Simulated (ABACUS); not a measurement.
# Fe (Im-3m) in ABACUS: settings compared, part 2 of 2

ABACUS 3.10.1. The steps go on from the part before.

**4. Single point, BLYP, collinear spin, ferromagnetic start**

INPUT reads:

```
INPUT_PARAMETERS
suffix              Fe
calculation         scf
basis_type          lcao
pseudo_dir          ./
orbital_dir         ./
symmetry            1
dft_functional      GGA_X_B88+GGA_C_LYP
ecutwfc             100
pseudo_rcut         10
nspin               2
nbands              20
ks_solver           genelpa
smearing_method     fd
smearing_sigma      0.00367493
scf_thr             1e-07
scf_nmax            100
mixing_type         broyden
mixing_beta         0.4
cal_force           1
cal_stress          1
out_mul             1
out_chg             1
out_pot             2
out_elf             1
```

STRU reads:

```
ATOMIC_SPECIES
Fe 55.8450 Fe.upf

NUMERICAL_ORBITAL
Fe_confined-atom_7au_3s2p2d1f.orb

LATTICE_CONSTANT
1.8897261246

LATTICE_VECTORS
-1.4430000000 1.4430000000 1.4430000000
1.4430000000 -1.4430000000 1.4430000000
1.4430000000 1.4430000000 -1.4430000000

ATOMIC_POSITIONS
Direct

Fe
0.0
1
0.0000000000 0.0000000000 0.0000000000 1 1 1 mag 3
```

KPT reads:

```
K_POINTS
0
Gamma
12 12 12 0 0 0
```

Potentials or basis: PseudoDojo NC SR 0.4.1 PBE standard, DZP LCAO (the cutoffs set its grid).

On the command line:

```sh
> OMP_NUM_THREADS=1 mpirun -np 4 abacus > log
```

running log:

```text
ABACUS v3.10.1

               Atomic-orbital Based Ab-initio Computation at UStc

 ------------------------------------------------------------------------------------

 READING GENERAL INFORMATION
                           global_out_dir = OUT.Fe/
                           global_in_card = INPUT
                               pseudo_dir = ./
                              orbital_dir = ./
                                    DSIZE = 4
                                    GSIZE = 1

 READING UNITCELL INFORMATION
                                    ntype = 1
                  lattice constant (Bohr) = 1.88973
              lattice constant (Angstrom) = 1

 READING ATOM TYPE 1
                               atom label = Fe
                      L=0, number of zeta = 3
                      L=1, number of zeta = 2
                      L=2, number of zeta = 2
                      L=3, number of zeta = 1
             number of atom for this type = 1
               magnetization of element 1 = 3

                        TOTAL ATOM NUMBER = 1
DIRECT COORDINATES
    atom                   x                   y                   z     mag                  vx                  vy                  vz
taud_Fe1            0.0000000000        0.0000000000        0.0000000000  3.0000        0.0000000000        0.0000000000        0.0000000000

                          Volume (Bohr^3) = 81.1065
                             Volume (A^3) = 12.0187

 Lattice vectors: (Cartesian coordinate: in unit of a_0)
               -1.443              +1.443              +1.443
               +1.443              -1.443              +1.443
               +1.443              +1.443              -1.443
 Reciprocal vectors: (Cartesian coordinate: in unit of 2 pi/a_0)
                   +0             +0.3465             +0.3465
              +0.3465                  +0             +0.3465
              +0.3465             +0.3465                  +0
 The esolver type has been set to : ksdft_lcao

                PAO radial cut off (Bohr) = 10

[... 201 lines left out ...]
                 big cell numbers in grid = [ 8, 8, 8 ]
             meshcell numbers in big cell = [ 4, 4, 4 ]
                        extended fft grid = [ 15, 15, 15 ]
                dimension of extened grid = [ 39, 39, 39 ]
                            UnitCellTotal = 125
              Atom number in sub-FFT-grid = 1
    Local orbitals number in sub-FFT-grid = 26
                                ParaV.nnr = 25181
                                 init_chg = atomic

 LCAO ALGORITHM --------------- ION=   1  ELEC=   1--------------------------------
          total magnetism (Bohr mag/cell) = 2.46181
       absolute magnetism (Bohr mag/cell) = 2.50006
                        nelec for spin up = 9.2309
                      nelec for spin down = 6.7691
[... 181 lines left out ...]
 Density error is 3.2387216536e-08
----------------------------------------------------------
     Energy           Rydberg                 eV
----------------------------------------------------------
 E_KohnSham     -250.4716953676      -3407.8422447189
 E_KS(sigma->0) -250.4714527103      -3407.8389431973
 E_Harris       -250.4716955151      -3407.8422467264
 E_band         -16.2631348194       -221.2713008860
 E_one_elec     -107.5712981377      -1463.5825959289
 E_Hartree      63.2903642653        861.1095825035
 E_xc           -35.3639947858       -481.1518331291
 E_Ewald        -170.8262813948      -2324.2107951213
 E_entropy(-TS) -0.0004853145        -0.0066030431
 E_descf        0.0000000000         0.0000000000
 E_exx          0.0000000000         0.0000000000
 E_Fermi        1.3074122541         17.7882562909
----------------------------------------------------------

 charge density convergence is achieved
 final etot is -3407.8422447 eV
 EFERMI = 17.788256291 eV
The vacuum level is 16.67429115 eV

 STATE ENERGY(eV) AND OCCUPATIONS    NSPIN == 2
SPIN UP :
 1/72 kpoint (Cartesian) = 0.0000 0.0000 0.0000 (353 pws)
       1       -70.2056    0.000578704
       2       -36.0938    0.000578704
       3       -36.0938    0.000578704
       4       -36.0938    0.000578704
       5        9.76138    0.000578704
       6        15.4954    0.000578704
[... 122 lines left out ...]
      19        67.9138        0.00000
      20        69.3349        0.00000

[... levels at 138 further k points ...]

-------------------------------------------------
 Total Magnetism (uB)
-------------------------------------------------
                        Fe1         2.3692589261
-------------------------------------------------

 correction force for each atom along direction 1 is -3.54554e-14
 correction force for each atom along direction 2 is -1.42133e-13
 correction force for each atom along direction 3 is -3.52460e-14
------------------------------------------------------------------------------------------
 TOTAL-FORCE (eV/Angstrom)
------------------------------------------------------------------------------------------
                       Fe1         0.0000000000         0.0000000000         0.0000000000
------------------------------------------------------------------------------------------

----------------------------------------------------------------
 TOTAL-STRESS (KBAR)
----------------------------------------------------------------
        -8.6466082706         0.0000000000        -0.0000000000
        -0.0000000000        -8.6466082706         0.0000000000
         0.0000000000         0.0000000000        -8.6466082706
----------------------------------------------------------------
 TOTAL-PRESSURE: -8.646608 KBAR

 --------------------------------------------
 !FINAL_ETOT_IS -3407.8422447188963815 eV
 --------------------------------------------
```

Wall time 27 s (4 MPI ranks of Intel Xeon Platinum 8259CL at 2.50GHz (Skylake/Cascade Lake), shared host); peak memory 0.4 GiB.

Results:

* Free energy: -3407.8422 eV
* Pressure: -0.9 GPa
* Band gap on the k mesh: none (metal or under the smearing width)
* Net moment: 2.37 μB per cell
* Absolute moment: 2.49 μB per cell
* Site moments: Fe +2.37 μB

Caveat: the atomic orbitals were generated for these runs and aren't a published set; the potentials were made for another functional, which shifts forces and pressure; the basis of atomic orbitals isn't converged, which shifts pressures, moduli and gaps.
